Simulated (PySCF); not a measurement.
**Reproducing measurements on acetone**

**Experimental background.**

From NIST CCCBDB Release 22 (SRD 101), experimental polarizabilities, for the gas: mean polarisability 6.27 Å³.

From CORE65 (Golze, Keller, Rinke, J. Phys. Chem. Lett. 2020, 11, 1840), as tabulated in Jana, Herbert, J. Chem. Phys. 2023, 158, 094111, SI, for the gas: O 1s binding energy of O4 537.73 eV; C 1s binding energy of C2 293.88 eV; C 1s binding energy of C1/C3 291.23 eV.

How close the calculation comes is told at the end.

Compound: acetone, C3H6O.
Atom-mapped SMILES: `[CH3:1][C:2]([CH3:3])=[O:4]` (hydrogens: H5, H6, H7 on C1; H8, H9, H10 on C3)

Cartesian coordinates in Å at the GFN2-xTB level; atoms count from 1:
```xyz
10
C3H6O angstrom
C      1.2677   -0.1456   -0.0918
C     -0.0296    0.6074   -0.2546
C     -1.2492   -0.1477    0.2143
O     -0.0877    1.7144   -0.7231
H      1.5005   -0.2262    0.9686
H      1.1750   -1.1515   -0.4939
H      2.0756    0.3822   -0.5913
H     -2.0993    0.5241    0.2980
H     -1.0589   -0.6326    1.1681
H     -1.4852   -0.9197   -0.5167
```

The PySCF runs (gas phase, on this GFN2-xTB geometry; non-relativistic but for the core-level run):

```tsv
level	job	basis functions	wall time
wB97X-D/def2-SVPD	8 singlets by full TDDFT, 3 Tamm–Dancoff triplets, polarisability	131	9.7 s
delta-SCF UKS SCAN, pcX-2 on the ionised atom, pcseg-1 elsewhere, spin-free X2C	ΔSCF core ionisation, 3 holes	117	14 s
```

Hardware: Arm Neoverse V2, one thread, no GPU, shared host.

## Comparison

**Mean polarisability.** Measured: 6.27 Å³ (NIST CCCBDB Release 22 (SRD 101), experimental polarizabilities).

| level | computed (Å³) | computed − measured (Å³) | % (from the printed values) |
| --- | --- | --- | --- |
| wB97X-D/def2-SVPD | 6.03 | -0.24 | -4 |

The computed values are static and purely electronic, with core orbitals frozen in the response (1 au = 0.148185 Å³). The table of measured values doesn't say here whether a value is static or optical, or holds a vibrational part.

**Core binding energies.** PySCF 2.14.0, delta-SCF UKS SCAN, pcX-2 on the ionised atom, pcseg-1 elsewhere, spin-free X2C.

| level and atom | computed (eV) | measured (eV) | computed − measured (eV) |
| --- | --- | --- | --- |
| O 1s, O4 | 537.75 | 537.73 | +0.02 |
| C 1s, C2 | 293.55 | 293.88 | -0.33 |
| C 1s, C1/C3 | 291.07 | 291.23 | -0.16 |

Sources, in the order of the opening: CORE65 (Golze, Keller, Rinke, J. Phys. Chem. Lett. 2020, 11, 1840), as tabulated in Jana, Herbert, J. Chem. Phys. 2023, 158, 094111, SI. Against the first value of each row the mean signed difference is -0.16 eV and the largest in size -0.33 eV. The computed values are vertical, without vibrational structure; measured positions hang on the energy calibration. Atoms equivalent by their bonding share one computed value, that of the first of them. Spin contamination (⟨S²⟩ against 0.75 for a pure doublet) is marked for C 1s of C2 (0.86), which makes this value less certain.

The geometry is computed, not the measured one. Where a level misses, the cause wasn't examined.
